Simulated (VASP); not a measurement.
# AlPt: single point with PBEsol

Crystal: AlPt.

```
Pt Al
1.0
     3.09155    0.00000    0.00000
     0.00000    3.09155    0.00000
     0.00000    0.00000    3.09155
Pt Al
1 1
Direct
  0.50000 0.50000 0.50000
  0.00000 0.00000 0.00000
```

Measurements of this composition are mostly on another form, of space group No. 198.

```
Program             : VASP 6.6.1
Task                : single point
Functional          : PBEsol
Potentials or basis : VASP PAW PBE potentials, release 64 (Pt, Al)
Cutoff              : 520 eV
k mesh              : 9 × 9 × 9
Occupations         : gaussian, width 0.1 eV
Spin                : no spin polarisation
```

```json
{
  "Pressure": "-5.8 GPa",
  "Band gap on the k mesh": "none (metal or under the smearing width)"
}
```

Levels at points of the mesh, in eV from the Fermi level:
| k point | band 2 | band 3 | band 4 | band 5 | band 6 | band 7 | band 8 | band 9 | band 10 |
| --- | --- | --- | --- | --- | --- | --- | --- | --- | --- |
| (0.00, 0.00, 0.00) | -5.53 | -5.53 | -2.57 | -2.57 | -2.57 | 3.91 | 3.91 | 3.91 | 9.10 |

Run time: 4.8 s on 1 thread of Intel(R) Xeon(R) 6975P-C (Granite Rapids), with other jobs on the host, peak memory 0.14 GiB.

Caveat: the PAW data sets were made with another functional, which shifts forces and pressure a little. Spin-orbit coupling is left out, which matters for the levels of Pt.
